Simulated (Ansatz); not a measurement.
Runs of Ansatz 0.2.0 on ZnCu. Symmetry: Pm-3m, No. 221, cubic system. The conventional cell has a = 2.945 Å, b = 2.945 Å, c = 2.945 Å, α = 90.00°, β = 90.00°, γ = 90.00°. Zn (site symmetry m-3m) has 8 Cu at 2.55 Å as nearest neighbours. Around Cu (site symmetry m-3m) lie 8 Zn at 2.55 Å. 

| task | level | k mesh | cutoff (eV) | atoms under strain | q mesh | points for each segment of the path | gap on the mesh (eV) | V0 of scaled cells (Å³/atom) | B0 (GPa) |
| --- | --- | --- | --- | --- | --- | --- | --- | --- | --- |
| equation of state | r2SCAN | 9 × 9 × 9 | 500 | - | - | - | - | (a) | 134 |
| equation of state | PBE | 9 × 9 × 9 | 420 | - | - | - | - | 13.05 | 114 |
| elastic constants | PBEsol | 8 × 8 × 8 | 420 | clamped | - | - | none | - | - |
| phonons | PBEsol | 8 × 8 × 8 | 420 | - | 2 × 2 × 2 | 8 | none | - | - |

Alike in all rows: potentials or basis Ansatz PAW; no spin polarisation; cell as given; smearing fermi-dirac 0.05 eV.

Estimate the missing entries.

(a) 12.46.

Caveats: the PAW data sets come from PBE, with cores solved anew for the run's functional, which leaves a small shift of forces and pressure (some runs); the PAW data sets were made with another functional, which shifts forces and pressure a little (some runs); the cell is more than 3 GPa from zero pressure, which shifts response properties (some runs); elastic constants of metals need much finer meshes, so these are rough (some runs).

A gap of «none» marks a metal or a gap under the smearing width.
